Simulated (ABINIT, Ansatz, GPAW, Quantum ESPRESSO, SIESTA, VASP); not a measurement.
TiC: 6 runs at one level of theory

```xyz
2
Lattice="0.0000 2.1657 2.1657 2.1657 0.0000 2.1657 2.1657 2.1657 0.0000" Properties=species:S:1:pos:R:3 pbc="T T T"
Ti    0.0000    0.0000    0.0000
C     2.1657    2.1657    2.1657
```

The cell is a database's computed one, not the measured one.

Alike in all runs: task single point; functional PBEsol; k mesh 11 × 11 × 11; occupations fermi-dirac, width 0.05 eV; no spin polarisation; no spin-orbit coupling. Pressure is positive in compression and, in plane waves, holds the error of the finite cutoff.

```json
{"program and potentials": "VASP, PBE PAW files C, Ti_sv, 520 eV", "plane-wave cutoff (eV)": "520", "notes": "potentials made for PBE", "pressure (GPa)": "-6.46"}
{"program and potentials": "Quantum ESPRESSO, GBRV 1.5 PBEsol", "plane-wave cutoff (eV)": "612", "notes": "-", "pressure (GPa)": "-6.76"}
{"program and potentials": "SIESTA, files PseudoDojo sr-pbesol-0.4.1-standard, DZP (energy shift 0.003 Ry; two zetas on semicore shells)", "plane-wave cutoff (eV)": "-", "notes": "atomic basis", "pressure (GPa)": "-5.37"}
{"program and potentials": "Ansatz, all-electron LAPW, scalar-relativistic", "plane-wave cutoff (eV)": "-", "notes": "-", "pressure (GPa)": "-6.74"}
{"program and potentials": "GPAW, PAW data sets generated for this functional", "plane-wave cutoff (eV)": "800", "notes": "-", "pressure (GPa)": "-5.85"}
{"program and potentials": "ABINIT, PseudoDojo NC SR PBEsol v0.4.1 standard", "plane-wave cutoff (eV)": "1143", "notes": "-", "pressure (GPa)": "-6.54"}
```

The pressure spans -6.76 (Quantum ESPRESSO, GBRV 1.5 PBEsol) to -5.37 GPa (SIESTA, files PseudoDojo sr-pbesol-0.4.1-standard, DZP (energy shift 0.003 Ry; two zetas on semicore shells)), with all-electron results at -6.74. Rows in atomic bases carry the error of their basis and grid, which can be large.

Differences between rows come from potentials, basis sets and numerical settings, since the functional is the same but for its coding. Runs on potential files found faulty are left out.
